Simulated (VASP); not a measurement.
# Te (P3_121) in VASP: notebook, part 2 of 2

VASP 6.6.1. The steps go on from the part before.

## Step 3: Relaxation of shape and atoms at fixed volume, PBE (a relaxed cell with its volume scaled by 1.04)

File INCAR:

```
SYSTEM = Te
PREC = Accurate
ENCUT = 300
EDIFF = 1E-7
ISMEAR = 0
SIGMA = 0.03
LREAL = .False.
LASPH = .True.
NELM = 80
ALGO = Normal
ISIF = 4
LWAVE = .False.
LCHARG = .False.
GGA = PE
IBRION = 2
NSW = 40
EDIFFG = -0.01
```

File KPOINTS:

```
Automatic mesh
0
Gamma
  5 5 3
  0 0 0
```

File POSCAR:

```
Te                                      
1.0
    4.5831983165     -0.0000000000     -0.0000000000
   -2.2915991582      3.9691661727      0.0000000000
   -0.0000000000     -0.0000000000      6.0131927061
  Te            
     3
Direct
     0.2695138748254506    0.0000000000000000    0.3333333332999970
     0.0000000000000000    0.2695138748254506    0.6666666667000030
     0.7304861251745494    0.7304861251745494    1.0000000000000000
```

Potentials or basis: VASP PAW PBE potentials, release 64 (Te).

Started as:

```
> cat potpaw_PBE.64/Te/POTCAR > POTCAR
> mpirun -np 1 vasp_std > vasp.out
```

OUTCAR:

```text
SYSTEM = Te
   PREC = Accurate
   ENCUT = 300
   EDIFF = 1E-7
   ISMEAR = 0
   LREAL = .False.
   LASPH = .True.
   NELM = 80
   ISIF = 4
   GGA = PE
   IBRION = 2
   NSW = 40
   EDIFFG = -0.01

 ion  position               nearest neighbor table
   1  0.270  0.000  0.333-   3 2.93   2 2.93   3 3.55   3 3.55   2 3.55   2 3.55
   2  0.000  0.270  0.667-   3 2.93   1 2.93   3 3.55   3 3.55   1 3.55   1 3.55
   3  0.730  0.730  0.000-   1 2.93   2 2.93   1 3.55   2 3.55   2 3.55   1 3.55

  LATTYP: Found a hexagonal cell.
 ALAT       =     4.5831983165
 C/A-ratio  =     1.3120079671

  Lattice vectors:

 A1 = (   4.5831983165,   0.0000000000,   0.0000000000)
 A2 = (  -2.2915991582,   3.9691661727,   0.0000000000)
 A3 = (   0.0000000000,   0.0000000000,   6.0131927061)

Analysis of symmetry for initial positions (statically):
=====================================================================
 Subroutine PRICEL returns:
 Original cell was already a primitive cell.

 Routine SETGRP: Setting up the symmetry group for a
 hexagonal supercell.

 Subroutine GETGRP returns: Found  6 space group operations
 (whereof  2 operations were pure point group operations)
 out of a pool of 24 trial point group operations.

The static configuration has the point symmetry C_2 .
 The point group associated with its full space group is D_3 .

Analysis of symmetry for dynamics (positions and initial velocities):
=====================================================================
 Subroutine PRICEL returns:
 Original cell was already a primitive cell.

 Routine SETGRP: Setting up the symmetry group for a
 hexagonal supercell.

 Subroutine GETGRP returns: Found  6 space group operations
 (whereof  2 operations were pure point group operations)
 out of a pool of 24 trial point group operations.

The dynamic configuration has the point symmetry C_2 .
 The point group associated with its full space group is D_3 .

 Subroutine INISYM returns: Found  6 space group operations
 (whereof  2 operations are pure point group operations),
 and found     1 'primitive' translations

----------------------------------------------------------------------------------------

                                     Primitive cell

  volume of cell :     109.3888

  direct lattice vectors                    reciprocal lattice vectors
     4.583198316  0.000000000  0.000000000     0.218188246  0.125971042  0.000000000
    -2.291599158  3.969166173  0.000000000     0.000000000  0.251942085  0.000000000
     0.000000000  0.000000000  6.013192706     0.000000000  0.000000000  0.166301007

  length of vectors
     4.583198316  4.583198317  6.013192706     0.251942085  0.251942085  0.166301007

  position of ions in fractional coordinates (direct lattice)
     0.269513875  0.000000000  0.333333333
     1.000000000  0.269513875  0.666666667
     0.730486125  0.730486125  0.000000000

  ion indices of the primitive-cell ions
   primitive index   ion index
                 1           1
                 2           2
                 3           3

----------------------------------------------------------------------------------------

 KPOINTS: Automatic mesh

Automatic generation of k-mesh.
 Grid dimensions read from file:
 generate k-points for:    5    5    3

 Generating k-lattice:

  Cartesian coordinates                     Fractional coordinates (reciprocal lattice)
     0.043637649  0.025194208  0.000000000     0.200000000  0.000000000  0.000000000
     0.000000000  0.050388417  0.000000000     0.000000000  0.200000000  0.000000000
     0.000000000  0.000000000  0.055433669     0.000000000  0.000000000  0.333333333

  Length of vectors
     0.050388417  0.050388417  0.055433669

  Shift w.r.t. Gamma in fractional coordinates (k-lattice)
     0.000000000  0.000000000  0.000000000

 Subroutine IBZKPT returns following result:
 ===========================================

 Found     12 irreducible k-points:

 Following reciprocal coordinates:
            Coordinates               Weight
  0.000000  0.000000  0.000000      1.000000
  0.200000  0.000000  0.000000      6.000000
  0.400000  0.000000  0.000000      6.000000
  0.200000  0.200000  0.000000      6.000000
  0.400000  0.200000  0.000000      6.000000
  0.000000  0.000000  0.333333      2.000000
  0.200000  0.000000  0.333333      6.000000
  0.000000  0.200000  0.333333      6.000000
  0.400000  0.000000  0.333333      6.000000
  0.000000  0.400000  0.333333      6.000000
  0.200000  0.200000  0.333333     12.000000
  0.400000  0.200000  0.333333     12.000000
   k-points           NKPTS =     12   k-points in BZ     NKDIM =     12   number of bands    NBANDS=     13
   number of dos      NEDOS =    301   number of ions     NIONS =      3
   total plane-waves  NPLWV =  28224
   dimension x,y,z NGX =    28 NGY =   28 NGZ =   36
   dimension x,y,z NGXF=    56 NGYF=   56 NGZF=   72
   ions per type =               3
   NGX,Y,Z   is equivalent  to a cutoff of  10.16, 10.16,  9.95 a.u.
   NGXF,Y,Z  is equivalent  to a cutoff of  20.31, 20.31, 19.91 a.u.
 SYSTEM =  Te
   PREC   = accura    normal or accurate (medium, high low for compatibility)
   ISTART =      0    job   : 0-new  1-cont  2-samecut
   ICHARG =      2    charge: 1-file 2-atom 10-const
   ISPIN  =      1    spin polarized calculation?
   LNONCOLLINEAR =      F non collinear calculations
   LSORBIT =      F    spin-orbit coupling
   LASPH  =      T    aspherical Exc in radial PAW
   ENCUT  =  300.0 eV  22.05 Ry    4.70 a.u.   6.47  6.47  8.49*2*pi/ulx,y,z
   NELM   =     80;   NELMIN=  2; NELMDL= -5     # of ELM steps
   EDIFF  = 0.1E-06   stopping-criterion for ELM
   LREAL  =      F    real-space projection
   EDIFFG = -.1E-01   stopping-criterion for IOM
   NSW    =     40    number of steps for IOM
   IBRION =      2    ionic relax: 0-MD 1-quasi-New 2-CG
   NFREE  =      1    steps in history (QN), initial steepest desc. (CG)
   ISIF   =      4    stress and relaxation
   ISYM   =      2    0-nonsym 1-usesym 2-fastsym
   POTIM  = 0.5000    time-step for ionic-motion
   TEBEG  =    0.0;   TEEND  =   0.0 temperature during run
   PSTRESS=    0.0 pullay stress
   NELECT =      18.0000    total number of electrons
   NUPDOWN=      -1.0000    fix difference up-down
   EMIN   =  10.00;   EMAX   =-10.00  energy-range for DOS
   EFERMI =   0.00;   METHOD = LEGACY
   ISMEAR =     0;   SIGMA  =   0.03  broadening in eV -4-tet -1-fermi 0-gaus
   EFERMI_NEDOS =   21; number of points for ismear=-14 and -15
   IALGO  =     38    algorithm
   IMIX   =      4    mixing-type and parameters
     AMIX     =   0.40;   BMIX     =  1.00
     AMIX_MAG =   1.60;   BMIX_MAG =  1.00
  volume/ion in A,a.u.               =      36.46       246.06
  Fermi-wavevector in a.u.,A,eV,Ry     =   0.897101  1.695275 10.949834  0.804790
  Thomas-Fermi vector in A             =   2.019643
   LORBIT       =      0    0 simple, 1 ext, 2 COOP (PROOUT), +10 PAW based schemes
   GGA     = PE    functional components
   LHFCALC =     F    Hartree Fock is set to
   AEXX    =    0.0000 exact exchange contribution
   IVDW    =     0    specifies the selected vdW correction
   LEPSILON=     F    determine dielectric tensor
   LRPA    =     F    only Hartree local field effects (RPA)
 conjugate gradient relaxation of ions
 non-spin polarized calculation
 Gauss-broadening in eV      SIGMA  =   0.03
  energy-cutoff  :      300.00
  volume of cell :      109.39
 maximum number of plane-waves:      1319
 NGX is ok and might be reduce to    28
   NGX = 13   NGY = 13   NGZ = 17

--------------------------------------- Ionic step        1  -------------------------------------------

 number of electron      18.0000000 magnetization

 Free energy of the ion-electron system (eV)
  ---------------------------------------------------
  ext. energy  EPLUGINS =         0.00000000
  ---------------------------------------------------
  free energy    TOTEN  =        -9.40664683 eV

  energy without entropy =       -9.40664683  energy(sigma->0) =       -9.40664683

------------------------ aborting loop because EDIFF is reached ----------------------------------------

  FORCE on cell =-STRESS in cart. coord.  units (eV):
  Direction    XX          YY          ZZ          XY          YZ          ZX
  --------------------------------------------------------------------------------------
  -------------------------------------------------------------------------------------
  Total       -0.9397830     -0.9397830     -1.3854901     -0.0000000      0.0000000      0.0000000
  in kB      -13.7646477    -13.7646477    -20.2927527     -0.0000000      0.0000000      0.0000000
  external PRESSURE =     -15.9406827 kB  Pullay stress =       0.0000000 kB
[... 170 lines left out ...]
  energy  without entropy=       -9.4207346745  energy(sigma->0) =       -9.42073467

--------------------------------------- Ionic step        6  -------------------------------------------

 number of electron      18.0000000 magnetization

 Free energy of the ion-electron system (eV)
  ---------------------------------------------------
  ext. energy  EPLUGINS =         0.00000000
  ---------------------------------------------------
  free energy    TOTEN  =        -9.42079675 eV

  energy without entropy =       -9.42079675  energy(sigma->0) =       -9.42079675

 E-fermi :   4.8644     XC(G=0):  -8.7371

 val. band max:        4.7331666771   @ k =   0.0000   0.4000   0.3333
 cond. band min:       5.6540571610   @ k =   0.0000   0.0000   0.3333
 fundamental gap:      0.9208904839
 Fermi energy:         4.8644363004

 k-point     1 :       0.0000    0.0000    0.0000
  band No.  band energies     occupation
      1      -8.1299      2.00000
      2      -5.0231      2.00000
      3      -5.0231      2.00000
      4       2.0713      2.00000
      5       2.2957      2.00000
      6       2.2957      2.00000
      7       3.4962      2.00000
      8       3.4962      2.00000
      9       4.3743      2.00000
     10       6.1025      0.00000
     11       6.1025      0.00000
     12       6.5632      0.00000
     13      10.1859      0.00000
[... 204 lines left out ...]
  FREE ENERGIE OF THE ION-ELECTRON SYSTEM (eV)
  ---------------------------------------------------
  free  energy   TOTEN  =        -9.4207967515 eV

  energy  without entropy=       -9.4207967514  energy(sigma->0) =       -9.42079675

 reached required accuracy - stopping structural energy minimisation
```

OSZICAR:

```text
N       E                     dE             d eps       ncg     rms          rms(c)
DAV:   1     0.553702427850E+02    0.55370E+02   -0.47736E+03   312   0.700E+02
DAV:   2    -0.564390570697E+01   -0.61014E+02   -0.58674E+02   407   0.129E+02
DAV:   3    -0.935239726244E+01   -0.37085E+01   -0.36832E+01   347   0.361E+01
[... 46 lines left out ...]
DAV:   1    -0.942080759567E+01   -0.72866E-04   -0.25736E-03   312   0.281E-01    0.274E-02
DAV:   2    -0.942080029252E+01    0.73031E-05   -0.68063E-05   337   0.529E-02    0.141E-02
DAV:   3    -0.942079646878E+01    0.38237E-05   -0.79340E-06   362   0.179E-02    0.617E-03
DAV:   4    -0.942079670172E+01   -0.23294E-06   -0.20794E-06   347   0.860E-03    0.215E-03
DAV:   5    -0.942079675145E+01   -0.49735E-07   -0.64180E-08   156   0.185E-03
   6 F= -.94207968E+01 E0= -.94207968E+01  d E =-.620770E-04
```

Run time: 19 s. Hardware: 1 thread of Intel Xeon 6975P-C (Granite Rapids), shared host; peak memory 0.16 GiB.

Results:

```
Free energy                  : -9.4208 eV
Energy gained by relaxing    : 4.7 meV/atom
Ionic steps                  : 6
Pressure after relaxing      : -0.6 GPa
Largest force after relaxing : 0.007 eV/Å
Band gap on the k mesh       : 0.92 eV, indirect (least direct gap 1.32 eV)
```

Forces on the atoms (eV/Å):
```
Te  -0.007  0.000  0.000
Te   0.004 -0.006  0.000
Te   0.004  0.006  0.000
```

Step by step:
```csv
step,energy change (eV),largest force (eV/Å),pressure (GPa)
1,0.0000,0.1915,-1.59
2,-0.0065,0.1475,-1.32
3,-0.0138,0.0381,-0.70
4,-0.0141,0.0071,-0.53
5,-0.0141,0.0115,-0.56
6,-0.0141,0.0071,-0.55
```

Final structure:
```
Te
1.0
     4.62074    0.00000    0.00000
    -2.31037    4.00168    0.00000
     0.00000    0.00000    5.91588
Te
3
Cartesian
  -1.0991 4.0017 1.9720
  4.0151 1.0489 3.9439
  1.7048 2.9527 0.0000
```

Caveat: spin-orbit coupling is left out, which moves the levels of the heavy elements; an odd mesh through Γ misses points on the zone boundary, where band edges often lie.

## Step 4: Relaxation of shape and atoms at fixed volume, PBE (a relaxed cell with its volume scaled by 1.06)

INCAR is that of step 3.

KPOINTS is that of step 3.

File POSCAR:

```
Te                                      
1.0
    4.6123914496     -0.0000000000     -0.0000000000
   -2.3061957247      3.9944481676      0.0000000000
   -0.0000000000     -0.0000000000      6.0514943293
  Te            
     3
Direct
     0.2695138748254506    0.0000000000000000    0.3333333332999970
     0.0000000000000000    0.2695138748254506    0.6666666667000030
     0.7304861251745494    0.7304861251745494    1.0000000000000000
```

Started as:

```
> cat potpaw_PBE.64/Te/POTCAR > POTCAR
> mpirun -np 1 vasp_std > vasp.out
```

Wall time 23 s (1 thread of Intel Xeon 6975P-C (Granite Rapids), shared host); peak memory 0.16 GiB.

The run converged. Its results:

| Quantity | Value |
| --- | --- |
| Free energy | -9.4125 eV |
| Energy gained by relaxing | 10.4 meV/atom |
| Ionic steps | 7 |
| Pressure after relaxing | -0.7 GPa |
| Band gap on the k mesh | 0.94 eV, indirect (least direct gap 1.36 eV) |

Step by step:
```tsv
step	energy change (eV)	largest force (eV/Å)	pressure (GPa)
1	0.0000	0.2756	-2.27
2	-0.0138	0.2194	-1.90
3	-0.0306	0.0503	-0.93
4	-0.0310	0.0091	-0.71
5	-0.0310	0.0160	-0.75
6	-0.0312	0.0090	-0.74
7	-0.0312	0.0009	-0.73
```

Final structure:
```xyz
3
Lattice="4.6661 0.0000 0.0000 -2.3331 4.0410 0.0000 0.0000 0.0000 5.9129" Properties=species:S:1:pos:R:3 pbc="T T T"
Te   -1.1280    4.0410    1.9710
Te    4.0636    1.0436    3.9419
Te    1.7305    2.9974    0.0000
```

Levels at points of the mesh, in eV from the valence-band top:
| k point | band 5 | band 6 | band 7 | band 8 | band 9 | band 10 | band 11 | band 12 | band 13 |
| --- | --- | --- | --- | --- | --- | --- | --- | --- | --- |
| (0.00, 0.00, 0.00) | -2.49 | -2.49 | -1.23 | -1.23 | -0.32 | 1.37 | 1.37 | 1.81 | 5.45 |

Caveat: spin-orbit coupling is left out, which moves the levels of the heavy elements; an odd mesh through Γ misses points on the zone boundary, where band edges often lie.

## Step 5: The runs side by side

```csv
cell,gap on the mesh (eV),pressure (GPa)
atoms relaxed at fixed volume from: a relaxed cell with its volume scaled by 1.02,0.90,-0.3
atoms relaxed at fixed volume from: a relaxed cell with its volume scaled by 1.04,0.92,-0.6
atoms relaxed at fixed volume from: a relaxed cell with its volume scaled by 1.06,0.94,-0.7
```

Alike in all rows: task relaxation of shape and atoms at fixed volume; level PBE; potentials or basis VASP PAW PBE potentials, release 64 (Te); no spin polarisation; k mesh 5 × 5 × 3; cutoff (eV) 300; smearing gaussian 0.03 eV.

Caveats: spin-orbit coupling is left out, which moves the levels of the heavy elements; an odd mesh through Γ misses points on the zone boundary, where band edges often lie.

Absolute energies hang on the potentials; compare differences alone.
